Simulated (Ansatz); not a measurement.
Computed with Ansatz, DFT PBE, scalar-relativistic, plane waves, PAW. Settings: cutoff 420 eV, Γ-centred meshes spaced at most about 0.3 Å⁻¹, and about 0.25 Å⁻¹ or finer for metals (2π included), Gaussian smearing. No spin polarisation.

All energies are static (0 K, no zero-point motion). Both are relaxed sheets, periodic along a and b.

Two relaxed structures of Cd:

A.

```
CELL_PARAMETERS angstrom
5.90646 0.00000 0.00000
-2.95323 5.11514 0.00000
0.00000 0.00000 23.80000
ATOMIC_POSITIONS crystal
Cd 0.00000 0.50000 0.29412
Cd 0.50000 0.00000 0.29412
Cd 0.50000 0.50000 0.29412
```

B.

```
CELL_PARAMETERS angstrom
2.92997 0.00000 0.00000
0.00000 2.92997 0.00000
0.00000 0.00000 29.13026
ATOMIC_POSITIONS crystal
Cd 0.50000 0.50000 0.23891
Cd 0.50000 0.50000 0.34468
```

Question: Which would you expect to be lower, and how large is the difference?

Answer: B is lower, by 211 meV/atom. A has layer group p6/mmm (No. 80), 10.1 Å²/atom and no gap on its mesh; B has layer group p4/mmm (No. 61), 4.3 Å²/atom and no gap. Counting all near atoms (those within 1.25 times the shortest distance at each site), A has Cd 4 and B has Cd 5. In A, Cd at height 0.00 Å has 4 Cd at 2.95 Å. In B, Cd at height 0.00 Å has 5 Cd at 2.93–3.08 Å. Both come from invented guesses.

Cells relaxed within their symmetry can be saddle points.
